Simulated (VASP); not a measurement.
Write the native input for VASP 6.6.1 that does the following.

* Task: relaxation of cell and atoms
* Functional: PBEsol
* Potentials or basis: VASP PAW PBE potentials, release 64 (Ta)
* Cutoff: 580 eV
* k mesh: 18 × 18 × 10
* Occupations: gaussian, width 0.1 eV
* Spin: no spin polarisation
* Further INCAR settings: ALGO = Fast; EDIFF = 1e-07; IBRION = 2; EDIFFG = -0.005; NSW = 90; ISIF = 3

The structure of Ta lies in POSCAR:

```
Ta
1.0
    2.9416827500      0.0000000000      0.0000000000
   -1.4708413800      2.5475719900      0.0000000000
    0.0000000000      0.0000000000      4.8037679400
Ta
2
Direct
    0.3333333300      0.6666666700      0.2500000000
    0.6666666700      0.3333333300      0.7500000000
```

This isn't the form of Ta at room conditions, which is bcc.

The input as run:

INCAR

```
SYSTEM = Ta
  PREC = Accurate
  ENCUT = 580
  EDIFF = 1E-7
  ISMEAR = 0
  SIGMA = 0.1
  LREAL = .FALSE.
  LASPH = .TRUE.
  NELM = 60
  ALGO = Fast
  ISIF = 3
  LWAVE = .FALSE.
  LCHARG = .FALSE.
  GGA = PS
  IBRION = 2
  NSW = 90
  EDIFFG = -0.005
```

KPOINTS

```
Automatic mesh
0
G
  18 18 10
  0 0 0
```

Potentials or basis: VASP PAW PBE potentials, release 64 (Ta).

The run is started by

```console
$ cat potpaw_PBE.64/Ta/POTCAR > POTCAR
$ mpirun -np 1 vasp_std > vasp.out
```

It gave:

The relaxed volume is 17.99 Å³/atom, the relaxed cell is a = 2.857 Å, b = 2.857 Å, c = 5.091 Å, α = 90.00°, β = 90.00°, γ = 120.00° and the space group after relaxing (to 0.05 Å) is P6_3/mmc (No. 194). The energy gained by relaxing is 46.5 meV/atom and the ionic steps are 6. The pressure after relaxing is 0.0 GPa and the band gap on the k mesh is none (metal or under the smearing width).

Caveat: the PAW data sets were made with another functional, which shifts forces and pressure a little.

It took 120 s on 1 thread of Intel(R) Xeon(R) 6975P-C (Granite Rapids), with other jobs on the host, peak memory 0.23 GiB.
